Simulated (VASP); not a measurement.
# BN (Fmm2) in VASP: further runs, part 2 of 2

VASP 6.6.1. Earlier steps stand in the parts before.

**3. Single point, LDA**

This run uses another cell than the first one, of the same volume but with other edges.

INCAR reads:

```
ALGO = Normal ; EDIFF = 1E-7
ENCUT = 520 ; ISIF = 2
ISMEAR = 0 ; LASPH = True
LCHARG = False ; LREAL = False
LWAVE = False ; NBANDS = 11
NELM = 80 ; PREC = Accurate
SIGMA = 0.05
```

KPOINTS reads:

```
k-points
0
Gamma
  12 12 12
```

POSCAR reads:

```
BN
1.0
    0.0000000000      3.7652148384      1.8666808437
    1.3482798077      0.0000000000      1.8666808437
    1.3482798077      3.7652148384      0.0000000000
B N
1 1
Direct
    0.0000486500      0.0000486500      0.9999513500
    0.6666513400      0.6666513400      0.3333486600
```

Potentials or basis: VASP PAW LDA potentials, release 64 (B, N).

Started as:

```
> cat potpaw_LDA.64/B/POTCAR potpaw_LDA.64/N/POTCAR > POTCAR
> mpirun -np 1 vasp_std > vasp.out
```

OUTCAR:

```text
EDIFF = 1E-7
   ENCUT = 520
   ISIF = 2
   ISMEAR = 0
   LASPH = True
   LREAL = False
   NELM = 80
   PREC = Accurate

 ion  position               nearest neighbor table
   1  0.000  0.000  1.000-   2 1.24   2 1.48   2 1.48
   2  0.667  0.667  0.333-   1 1.24   1 1.48   1 1.48

  LATTYP: Found a face centered orthorhombic cell.
 ALAT       =     2.6965596154
 B/A-ratio  =     1.3844906918
 C/A-ratio  =     2.7926064137

  Lattice vectors:

 A1 = (   0.0000000000,   3.7652148384,   1.8666808437)
 A2 = (  -1.3482798077,   3.7652148384,   0.0000000000)
 A3 = (  -1.3482798077,   0.0000000000,   1.8666808437)

Analysis of symmetry for initial positions (statically):
=====================================================================
 Subroutine PRICEL returns:
 Original cell was already a primitive cell.

 Routine SETGRP: Setting up the symmetry group for a
 face centered orthorhombic supercell.

 Subroutine GETGRP returns: Found  4 space group operations
 (whereof  4 operations were pure point group operations)
 out of a pool of  8 trial point group operations.

The static configuration has the point symmetry C_2v.

Analysis of symmetry for dynamics (positions and initial velocities):
=====================================================================
 Subroutine PRICEL returns:
 Original cell was already a primitive cell.

 Routine SETGRP: Setting up the symmetry group for a
 face centered orthorhombic supercell.

 Subroutine GETGRP returns: Found  4 space group operations
 (whereof  4 operations were pure point group operations)
 out of a pool of  8 trial point group operations.

The dynamic configuration has the point symmetry C_2v.

 Subroutine INISYM returns: Found  4 space group operations
 (whereof  4 operations are pure point group operations),
 and found     1 'primitive' translations

----------------------------------------------------------------------------------------

[... 119 lines left out ...]
   AEXX    =    0.0000 exact exchange contribution
   IVDW    =     0    specifies the selected vdW correction
   LEPSILON=     F    determine dielectric tensor
   LRPA    =     F    only Hartree local field effects (RPA)
 non-spin polarized calculation
 Gauss-broadening in eV      SIGMA  =   0.05
  energy-cutoff  :      520.00
  volume of cell :       18.95
 maximum number of plane-waves:       524
   NGX = 15   NGY =  9   NGZ = 15

 number of electron       8.0000000 magnetization

 Free energy of the ion-electron system (eV)
  ---------------------------------------------------
  ext. energy  EPLUGINS =         0.00000000
  ---------------------------------------------------
  free energy    TOTEN  =       -17.93329785 eV

  energy without entropy =      -17.93329785  energy(sigma->0) =      -17.93329785

 E-fermi :   2.5038     XC(G=0):  -9.9353

 val. band max:        2.2245455413   @ k =   0.5000   0.5000   0.0000
 cond. band min:       5.7856216685   @ k =   0.0000   0.0000   0.0000
 fundamental gap:      3.5610761272
 Fermi energy:         2.5038231684

 k-point     1 :       0.0000    0.0000    0.0000
  band No.  band energies     occupation
      1     -16.5775      2.00000
      2      -3.7429      2.00000
      3       0.4480      2.00000
      4       0.6271      2.00000
      5       5.7856      0.00000
      6      11.8639      0.00000
      7      13.2893      0.00000
      8      15.2900      0.00000
      9      23.2025      0.00000
     10      25.2365      0.00000
     11      29.9914      0.00000
[... 309 lines left out ...]
 k-point    24 :      -0.4167    0.1667    0.0000
  band No.  band energies     occupation
      1     -13.1935      2.00000
      2      -7.5047      2.00000
      3      -2.6560      2.00000
      4       0.3539      2.00000
      5       6.7813      0.00000
      6      13.6646      0.00000
      7      16.0398      0.00000
      8      17.4609      0.00000
      9      18.9058      0.00000
     10      21.2887      0.00000
     11      24.7730      0.00000

 [... further k-points ...]

------------------------ aborting loop because EDIFF is reached ----------------------------------------

  FORCE on cell =-STRESS in cart. coord.  units (eV):
  Direction    XX          YY          ZZ          XY          YZ          ZX
  --------------------------------------------------------------------------------------
  -------------------------------------------------------------------------------------
  Total       -4.2764269     -0.2115903     17.2668877      0.0000000      0.0000000      0.0000000
  in kB     -361.5112195    -17.8869584   1459.6703577      0.0000000      0.0000000      0.0000000
  external PRESSURE =     360.0907266 kB  Pullay stress =       0.0000000 kB

 VOLUME and BASIS-vectors are now :
 -----------------------------------------------------------------------------
  energy-cutoff  :      520.00
  volume of cell :       18.95
      direct lattice vectors                 reciprocal lattice vectors
     0.000000000  3.765214838  1.866680844    -0.370842905  0.132794547  0.267855109
     1.348279808  0.000000000  1.866680844     0.370842905 -0.132794547  0.267855109
     1.348279808  3.765214838  0.000000000     0.370842905  0.132794547 -0.267855109

 POSITION                                       TOTAL-FORCE (eV/Angst)
 -----------------------------------------------------------------------------------
      1.34828      3.76521      0.00018         0.000000      0.000000      7.092987
      1.34828      3.76521      2.48885         0.000000      0.000000     -7.092987
 -----------------------------------------------------------------------------------
    total drift:                                0.000001      0.000004     -0.000102

  FREE ENERGIE OF THE ION-ELECTRON SYSTEM (eV)
  ---------------------------------------------------
  free  energy   TOTEN  =       -17.9332978483 eV

  energy  without entropy=      -17.9332978483  energy(sigma->0) =      -17.93329785
```

stdout:

```text
POSCAR found type information on POSCAR B N
 POSCAR found :  2 types and       2 ions
 scaLAPACK will be used
 LDA part: xc-table for (Slater(with rela. corr.)+CA(PZ))
 , standard interpolation
 POSCAR, INCAR and KPOINTS ok, starting setup
 FFT: planning ... GRIDC
 FFT: planning ... GRID_SOFT
 FFT: planning ... GRID
 WAVECAR not read
 entering main loop
```

Wall time 19 s (1 thread of Intel Xeon 6975P-C (Granite Rapids), shared host); peak memory 0.17 GiB.

Results:

```yaml
Free_energy: -17.9333 eV
Pressure: 36.0 GPa
Largest_force: 7.093 eV/Å
Band_gap_on_the_k_mesh: 3.56 eV, indirect (least direct gap 4.69 eV)
```

Forces on the atoms (eV/Å):
```
B    0.000  0.000  7.093
N    0.000  0.000 -7.093
```

Stress tensor (GPa, compression positive):
```
-36.15   0.00   0.00
  0.00  -1.79   0.00
  0.00   0.00 145.97
```

Levels at points of the mesh, in eV from the valence-band top:
| k point | band 2 | band 3 | band 4 | band 5 | band 6 | band 7 |
| --- | --- | --- | --- | --- | --- | --- |
| (0.00, 0.00, 0.00) | -5.97 | -1.78 | -1.60 | 3.56 | 9.64 | 11.06 |
| (0.50, 0.00, 0.00) | -10.10 | -3.23 | -2.28 | 4.08 | 11.28 | 13.08 |
| (0.50, 0.50, 0.00) | -8.77 | -6.95 | 0.00 | 5.33 | 6.20 | 13.30 |
| (0.50, 0.00, 0.50) | -7.06 | -1.74 | -1.61 | 7.82 | 9.52 | 9.59 |
| (0.00, 0.50, 0.50) | -8.69 | -6.97 | -0.40 | 4.35 | 6.20 | 13.43 |

Caveat: a pressure of tens of GPa on the cell as given is suspect, and the run, the potentials or the cell itself is likely at fault; forces of over 1 eV/Å show positions far from the minimum, so gaps and moduli don't describe the material at rest.

**4. Single point, LDA**

This run uses another cell than the first one, of the same volume but with other edges.

INCAR reads:

```
ALGO = Normal
EDIFF = 1E-6
ENCUT = 520
GGA = CA
ISIF = 2
ISMEAR = 0
LASPH = T
LCHARG = F
LREAL = F
LWAVE = F
NBANDS = 11
NELM = 80
PREC = Accurate
SIGMA = 0.05
```

KPOINTS is that of step 3.

POSCAR reads:

```
BN
1.0
    0.0000000000      3.5432028194      2.1079367140
    1.2687798761      0.0000000000      2.1079367140
    1.2687798761      3.5432028194      0.0000000000
B N
1 1
Direct
    0.0000486500      0.0000486500      0.9999513500
    0.6666513400      0.6666513400      0.3333486600
```

Potentials or basis: VASP PAW LDA potentials, release 64 (B, N).

Started as:

```
> cat potpaw_LDA.64/B/POTCAR potpaw_LDA.64/N/POTCAR > POTCAR
> mpirun -np 1 vasp_std > vasp.out
```

OUTCAR:

```text
EDIFF = 1E-6
   ENCUT = 520
   GGA = CA
   ISIF = 2
   ISMEAR = 0
   LASPH = T
   LREAL = F
   NELM = 80
   PREC = Accurate

 ion  position               nearest neighbor table
   1  0.000  0.000  1.000-   2 1.41   2 1.45   2 1.45
   2  0.667  0.667  0.333-   1 1.41   1 1.45   1 1.45

  LATTYP: Found a face centered orthorhombic cell.
 ALAT       =     2.5375597522
 B/A-ratio  =     1.6613888301
 C/A-ratio  =     2.7926064136

  Lattice vectors:

[... 521 lines left out ...]

 [... further k-points ...]

------------------------ aborting loop because EDIFF is reached ----------------------------------------

  FORCE on cell =-STRESS in cart. coord.  units (eV):
  Direction    XX          YY          ZZ          XY          YZ          ZX
  --------------------------------------------------------------------------------------
  -------------------------------------------------------------------------------------
  Total       -1.4528700     -0.1743384      2.0603910      0.0000000      0.0000000      0.0000000
  in kB     -122.8195446    -14.7378368    174.1768215      0.0000000      0.0000000      0.0000000
  external PRESSURE =      12.2064800 kB  Pullay stress =       0.0000000 kB

 VOLUME and BASIS-vectors are now :
 -----------------------------------------------------------------------------
  energy-cutoff  :      520.00
  volume of cell :       18.95
      direct lattice vectors                 reciprocal lattice vectors
     0.000000000  3.543202819  2.107936714    -0.394079390  0.141115264  0.237198772
     1.268779876  0.000000000  2.107936714     0.394079390 -0.141115264  0.237198772
     1.268779876  3.543202819  0.000000000     0.394079390  0.141115264 -0.237198772

 POSITION                                       TOTAL-FORCE (eV/Angst)
 -----------------------------------------------------------------------------------
      1.26878      3.54320      0.00021         0.000000      0.000000      0.634070
      1.26878      3.54320      2.81052         0.000000      0.000000     -0.634070
 -----------------------------------------------------------------------------------
    total drift:                                0.000001      0.000002     -0.000357

  FREE ENERGIE OF THE ION-ELECTRON SYSTEM (eV)
  ---------------------------------------------------
  free  energy   TOTEN  =       -19.2436912971 eV

  energy  without entropy=      -19.2436912971  energy(sigma->0) =      -19.24369130
```

OSZICAR:

```text
N       E                     dE             d eps       ncg     rms          rms(c)
DAV:   1     0.120454081378E+02    0.12045E+02   -0.45584E+03  6272   0.672E+02
DAV:   2    -0.206360896624E+02   -0.32681E+02   -0.31515E+02  7297   0.151E+02
DAV:   3    -0.213628958783E+02   -0.72681E+00   -0.72564E+00  7656   0.202E+01
DAV:   4    -0.213649360838E+02   -0.20402E-02   -0.20401E-02  6794   0.128E+00
DAV:   5    -0.213649467353E+02   -0.10651E-04   -0.10651E-04  7629   0.775E-02    0.797E+00
DAV:   6    -0.195214097698E+02    0.18435E+01   -0.59112E+00  6625   0.133E+01    0.354E+00
DAV:   7    -0.193072352788E+02    0.21417E+00   -0.22088E-01  7292   0.329E+00    0.211E+00
DAV:   8    -0.192440925551E+02    0.63143E-01   -0.15808E-01  7111   0.235E+00    0.243E-01
DAV:   9    -0.192436784132E+02    0.41414E-03   -0.27978E-03  6808   0.430E-01    0.139E-01
DAV:  10    -0.192436872612E+02   -0.88481E-05   -0.22294E-04  7151   0.129E-01    0.223E-02
DAV:  11    -0.192436907069E+02   -0.34457E-05   -0.12372E-05  7196   0.236E-02    0.165E-02
DAV:  12    -0.192436912971E+02   -0.59014E-06   -0.25971E-06  6928   0.103E-02
   1 F= -.19243691E+02 E0= -.19243691E+02  d E =-.667777E-14
```

It took 17 s on 1 thread of Intel Xeon 6975P-C (Granite Rapids), shared host; peak memory 0.16 GiB.

Results:

```
Free energy            : -19.2437 eV
Pressure               : 1.2 GPa
Largest force          : 0.634 eV/Å
Band gap on the k mesh : 3.89 eV, indirect (least direct gap 4.45 eV)
```

Forces on the atoms (eV/Å):
```
B    0.000  0.000  0.634
N    0.000  0.000 -0.634
```

Stress tensor (GPa, compression positive):
```
-12.28   0.00   0.00
  0.00  -1.47   0.00
  0.00   0.00  17.42
```
